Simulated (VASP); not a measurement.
Calculation: PBEsol GGA, VASP's PBE PAW potentials (set 64) (plane waves; VASP).

Input for VASP

**INCAR**
```
SYSTEM = ZrO2
PREC = Accurate
ENCUT = 520
EDIFF = 1E-8
NELM = 100
ALGO = Normal
LREAL = .FALSE.
LASPH = .TRUE.
ISMEAR = 0
SIGMA = 0.01
GGA = PS
LMAXMIX = 4
LWAVE = .FALSE.
LCHARG = .FALSE.
IBRION = 8
NSW = 1
LEPSILON = .TRUE.
```

### POSCAR
```
ZrO2
1
    0.0000000000     2.5336762499     2.5336762499
    2.5336762499     0.0000000000     2.5336762499
    2.5336762499     2.5336762499     0.0000000000
Zr O
1 2
Direct
  0.0000000000   0.0000000000   0.0000000000
  0.2500000000   0.2500000000   0.2500000000
  0.7500000000   0.7500000000   0.7500000000
```

File KPOINTS:
```
Automatic mesh
0
Gamma
8 8 8
0 0 0
```

POTCAR, in this order: Zr_sv O (PBE.64 set). Program: vasp_std.

The run wrote:

### OUTCAR
```
 ion  position               nearest neighbor table
   1  0.000  0.000  0.000-   3 2.19   3 2.19   3 2.19   2 2.19   3 2.19   2 2.19   2 2.19   2 2.19
  LATTYP: Found a face centered cubic cell.
 ALAT       =     5.0673524998
 Subroutine PRICEL returns:
 Original cell was already a primitive cell.
 Subroutine GETGRP returns: Found 48 space group operations
The static configuration has the point symmetry O_h .
The dynamic configuration has the point symmetry O_h .
 Subroutine INISYM returns: Found 48 space group operations
 Subroutine IBZKPT returns following result:
 Found     29 irreducible k-points:

 Following reciprocal coordinates:
            Coordinates               Weight
  0.000000  0.000000  0.000000      1.000000
  0.125000  0.000000  0.000000      8.000000
  0.250000  0.000000  0.000000      8.000000
  0.375000  0.000000  0.000000      8.000000
  0.500000  0.000000  0.000000      4.000000
  0.125000  0.125000  0.000000      6.000000
  0.250000  0.125000  0.000000     24.000000
  0.375000  0.125000  0.000000     24.000000
  0.500000  0.125000  0.000000     24.000000
 -0.375000  0.125000  0.000000     24.000000
...
```

**OUTCAR**
```


 HEAD OF MICROSCOPIC STATIC DIELECTRIC TENSOR (INDEPENDENT PARTICLE, excluding Hartree and local field effects)
 ------------------------------------------------------
           6.006549    -0.000000    -0.000000
           0.000000     6.006549     0.000000
          -0.000000    -0.000000     6.006549
 ------------------------------------------------------

 MACROSCOPIC STATIC DIELECTRIC TENSOR (including local field effects in DFT)
 ------------------------------------------------------
           5.848762    -0.000000     0.000000
           0.000000     5.848762    -0.000000
           0.000000    -0.000000     5.848762
 ------------------------------------------------------

 PIEZOELECTRIC TENSOR (including local field effects)  for field in x, y, z        (e  Angst)
          XX          YY          ZZ          XY          YZ          ZX
  --------------------------------------------------------------------------------
  x     0.00000     0.00000     0.00000     0.00000     0.00000     0.00000
  y     0.00000     0.00000     0.00000     0.00000     0.00000     0.00000
  z     0.00000     0.00000     0.00000     0.00000     0.00000     0.00000

 PIEZOELECTRIC TENSOR (including local field effects)  for field in x, y, z        (C/m^2)
          XX          YY          ZZ          XY          YZ          ZX
  --------------------------------------------------------------------------------
  x     0.00000     0.00000     0.00000     0.00000     0.00000     0.00000
  y     0.00000     0.00000     0.00000     0.00000     0.00000     0.00000
  z     0.00000     0.00000     0.00000     0.00000     0.00000     0.00000

 BORN EFFECTIVE CHARGES (including local field effects) (in |e|, cummulative output)
 ---------------------------------------------------------------------------------
 ion    1
    1     5.74564     0.00000     0.00000
    2     0.00000     5.74564     0.00000
    3     0.00000     0.00000     5.74564
 ion    2
    1    -2.87282     0.00000     0.00000
    2     0.00000    -2.87282     0.00000
    3     0.00000     0.00000    -2.87282
 ion    3
    1    -2.87282     0.00000     0.00000
    2     0.00000    -2.87282     0.00000
    3     0.00000     0.00000    -2.87282
```
(Selected blocks of OUTCAR.)

The compound is ZrO2 in the fluorite structure, the high-temperature cubic form, which is unstable at 0 K; the monoclinic form is the stable one. It was relaxed first.
